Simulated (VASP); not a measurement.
## Input and output of a VASP PBE single-point calculation on InSb (strained zincblende)

INCAR

```
SIGMA = 0.02
GGA = PE
IBRION = -1
LWAVE = .FALSE.
LELF = .TRUE.
ENCUT = 520
LCHARG = .TRUE.
ISIF = 2
NELM = 120
PREC = Accurate
EDIFF = 1E-7
NBANDS = 16
LREAL = .FALSE.
LASPH = .TRUE.
ISMEAR = -1
NSW = 0
```

KPOINTS

```
KPOINTS created by Atomic Simulation Environment
0
Gamma
6 6 6
0 0 0
```

KPOINTS_OPT

```
special points
7
Reciprocal
0.0000000000 0.0000000000 0.0000000000 1
-0.5000000000 -0.5000000000 0.0000000000 1
-0.3750000000 -0.3750000000 0.2500000000 1
-0.3750000000 0.0000000000 0.3750000000 1
0.0000000000 0.0000000000 0.5000000000 1
-0.5000000000 -0.2500000000 0.2500000000 1
-0.0156250000 0.0000000000 -0.0156250000 1
```

POSCAR

```
In Sb
 1.0000000000000000
     0.0000000000000000    3.2795130174999998    3.1483324968000002
     3.2795130174999998    0.0000000000000000    3.1483324968000002
     3.2795130174999998    3.2795130174999998    0.0000000000000000
 In  Sb
   1   1
Cartesian
  0.0000000000000000  0.0000000000000000  0.0000000000000000
  1.6397565087499999  1.6397565087499999  1.5741662484000001
```

VASP ran with the recommended PBE PAW datasets (18 valence electrons in the cell).

Command

```
mpirun -np 1 vasp_std
```

From OUTCAR

```
k-points           NKPTS =     30   k-points in BZ     NKDIM =     30   number of bands    NBANDS=     16

   NELECT =      18.0000    total number of electrons

   dimension x,y,z NGX =    36 NGY =   36 NGZ =   36
   dimension x,y,z NGXF=    72 NGYF=   72 NGZF=   72

  energy-cutoff  :      520.00
  volume of cell :       67.72
      direct lattice vectors                 reciprocal lattice vectors
     0.000000000  3.279513017  3.148332497    -0.152461660  0.152461660  0.158814230
     3.279513017  0.000000000  3.148332497     0.152461660 -0.152461660  0.158814230
     3.279513017  3.279513017  0.000000000     0.152461660  0.152461660 -0.158814230

 k-points in reciprocal lattice and weights: KPOINTS created by Atomic Simulation Env
   0.00000000  0.00000000  0.00000000       0.005
   0.16666667  0.00000000  0.00000000       0.037
   0.33333333  0.00000000  0.00000000       0.037
   0.50000000  0.00000000  0.00000000       0.019
   0.16666667  0.16666667  0.00000000       0.009
   0.33333333  0.16666667  0.00000000       0.037
   0.50000000  0.16666667  0.00000000       0.037
  -0.33333333  0.16666667  0.00000000       0.037
   ...

 E-fermi :   5.1924

 k-point     1 :       0.0000    0.0000    0.0000
  band No.  band energies     occupation
      1      -9.4682      2.00000
      2      -9.4682      2.00000
      3      -9.4602      2.00000
      4      -9.3831      2.00000
      5      -9.3773      2.00000
      6      -5.5847      2.00000
      7       4.9776      1.99996
      8       5.0905      1.98786
      9       5.0905      1.98786
     10       5.2804      0.02434
     11       8.0587      0.00000
     12       8.1485      0.00000
     13       8.1485      0.00000
     14      10.8927      0.00000
     15      13.1404      0.00000
     16      13.6829      0.00000

 k-point     2 :       0.1667    0.0000    0.0000
  band No.  band energies     occupation
      1      -9.4781      2.00000
      2      -9.4626      2.00000
      3      -9.4572      2.00000
      4      -9.3837      2.00000
      5      -9.3771      2.00000
      6      -5.3342      2.00000
      7       2.6892      2.00000
      8       4.7334      2.00000
      9       4.9007      2.00000
     10       6.1435      0.00000
     11       8.5134      0.00000
     12       8.5830      0.00000
     13       8.9289      0.00000
     14      11.9706      0.00000
     15      12.3169      0.00000
     16      12.6327      0.00000

 k-point     3 :       0.3333    0.0000    0.0000
  band No.  band energies     occupation
      1      -9.5016      2.00000
      2      -9.4529      2.00000
      3      -9.4481      2.00000
      4      -9.3837      2.00000
      5      -9.3753      2.00000
      6      -4.6850      2.00000
      7       0.5267      2.00000
      8       4.2193      2.00000
      9       4.4485      2.00000
     10       5.8453      0.00000
     11       8.8992      0.00000
     12       9.0436      0.00000
     13      10.9890      0.00000
     14      11.8694      0.00000
     15      12.9196      0.00000
     16      12.9269      0.00000

 k-point     4 :       0.5000    0.0000    0.0000
  band No.  band energies     occupation
      1      -9.5133      2.00000
      2      -9.4490      2.00000
      3      -9.4442      2.00000
      4      -9.3829      2.00000
      5      -9.3735      2.00000
      6      -4.2072      2.00000
      7      -0.4823      2.00000
      8       4.0151      2.00000
      9       4.2707      2.00000
     10       5.6793      0.00000
     11       8.8627      0.00000
     12       9.0889      0.00000
     13      11.2606      0.00000
     14      13.4127      0.00000
     15      14.2219      0.00000
     16      14.5001      0.00000

 k-point     5 :       0.1667    0.1667    0.0000
  band No.  band energies     occupation
      1      -9.4839      2.00000
      2      -9.4570      2.00000
      3      -9.4570      2.00000
      4      -9.3880      2.00000
      5      -9.3744      2.00000
      6      -5.2346      2.00000
      7       2.7151      2.00000
      8       4.2030      2.00000
      9       4.2030      2.00000
     10       6.8826      0.00000
     11       7.5941      0.00000
     12       9.4113      0.00000
     13       9.4113      0.00000
     14      11.5043      0.00000
     15      12.7057      0.00000
     16      13.4408      0.00000

 k-point     6 :       0.3333    0.1667    0.0000
  band No.  band energies     occupation
      1      -9.5063      2.00000
      2      -9.4467      2.00000
      3      -9.4464      2.00000
      4      -9.3912      2.00000
      5      -9.3721      2.00000
      6      -4.6941      2.00000
      7       1.0178      2.00000
      8       3.5814      2.00000
      9       3.7000      2.00000
     10       6.9516      0.00000
     11       8.0049      0.00000
     12       9.8738      0.00000
     13      10.0081      0.00000
     14      12.3841      0.00000
     15      13.5461      0.00000
     16      13.8112      0.00000

 k-point     7 :       0.5000    0.1667    0.0000
  band No.  band energies     occupation
      1      -9.5193      2.00000
      2      -9.4417      2.00000
      3      -9.4412      2.00000
      4      -9.3888      2.00000
      5      -9.3723      2.00000
      6      -4.0781      2.00000
      7      -0.3249      2.00000
      8       3.0215      2.00000
      9       3.6065      2.00000
     10       6.7863      0.00000
     11       8.8052      0.00000
     12       9.7686      0.00000
     13      10.6360      0.00000
     14      13.1121      0.00000
     15      14.3183      0.00000
     16      14.5269      0.00000

 k-point     8 :      -0.3333    0.1667    0.0000
  band No.  band energies     occupation
      1      -9.5136      2.00000
      2      -9.4458      2.00000
      3      -9.4415      2.00000
      4      -9.3843      2.00000
      5      -9.3766      2.00000
      6      -4.2814      2.00000
      7       0.0226      2.00000
      8       2.8957      2.00000
      9       3.9638      2.00000
     10       6.8455      0.00000
     11       9.0602      0.00000
     12       9.4131      0.00000
     13      10.9835      0.00000
     14      12.4512      0.00000
     15      12.9667      0.00000
     16      14.2949      0.00000

 k-point     9 :      -0.1667    0.1667    0.0000
  band No.  band energies     occupation
      1      -9.4953      2.00000
      2      -9.4563      2.00000
      3      -9.4467      2.00000
      4      -9.3824      2.00000
      5      -9.3790      2.00000
      6      -4.9541      2.00000
      7       1.5081      2.00000
      8       3.5174      2.00000
      9       4.5585      2.00000
     10       6.8960      0.00000
     11       8.8208      0.00000
     12       8.9509      0.00000
     13       9.6129      0.00000
     14      11.6195      0.00000
     15      12.8817      0.00000
     16      13.4255      0.00000

 k-point    10 :       0.3333    0.3333    0.0000
  band No.  band energies     occupation
      1      -9.5274      2.00000
      2      -9.4340      2.00000
      3      -9.4340      2.00000
      4      -9.3995      2.00000
      5      -9.3688      2.00000
      6      -4.2973      2.00000
      7       0.5436      2.00000
      8       3.1387      2.00000
      9       3.1387      2.00000
     10       6.2399      0.00000
     11       7.2636      0.00000
     12      11.6014      0.00000
     13      11.6014      0.00000
     14      12.2149      0.00000
     15      14.3200      0.00000
     16      15.6262      0.00000

 k-point    11 :       0.5000    0.3333    0.0000
  band No.  band energies     occupation
      1      -9.5372      2.00000
      2      -9.4298      2.00000
      3      -9.4282      2.00000
      4      -9.3999      2.00000
      5      -9.3687      2.00000
      6      -3.7454      2.00000
      7      -0.3584      2.00000
      8       2.4130      2.00000
      9       2.9912      2.00000
     10       6.5258      0.00000
     11       7.6403      0.00000
     12      11.2984      0.00000
     13      11.7855      0.00000
     14      13.8822      0.00000
     15      14.7744      0.00000
     16      15.5189      0.00000

 k-point    12 :      -0.3333    0.3333    0.0000
  band No.  band energies     occupation
      1      -9.5288      2.00000
      2      -9.4351      2.00000
      3      -9.4332      2.00000
      4      -9.3923      2.00000
      5      -9.3735      2.00000
      6      -3.7416      2.00000
      7      -0.4297      2.00000
      8       1.9923      2.00000
      9       3.3323      2.00000
     10       6.7753      0.00000
     11       9.6362      0.00000
     12      10.8863      0.00000
     13      11.0397      0.00000
     14      11.5675      0.00000
     15      12.8763      0.00000
     16      16.5930      0.00000

 ...

  Total        1.2959439      1.2959439      1.6694379      0.0000000      0.0000000      0.0000000
  in kB       30.6596696     30.6596696     39.4958581      0.0000000      0.0000000      0.0000000
  external PRESSURE =      33.6050658 kB  Pullay stress =       0.0000000 kB

 POSITION                                       TOTAL-FORCE (eV/Angst)
 -----------------------------------------------------------------------------------
      0.00000      0.00000      0.00000         0.000000      0.000000      0.000000
      1.63976      1.63976      1.57417        -0.000000     -0.000000      0.000000
 -----------------------------------------------------------------------------------
    total drift:                               -0.000000     -0.000000     -0.000000

  FREE ENERGIE OF THE ION-ELECTRON SYSTEM (eV)
  ---------------------------------------------------
  free  energy   TOTEN  =        -6.8739131513 eV

  energy  without entropy=       -6.8738871962  energy(sigma->0) =       -6.87390017
```

```
gap between bands v and c : 0.00 eV
least direct gap          : 0.00 eV
pressure                  : 3.4 GPa
```

Band v is the last that the valence electrons fill when counted band by band, and c is the next.

The run took about 36 s on one core of a shared host (Intel Xeon Platinum 8488C) and held 0.23 GiB at most.
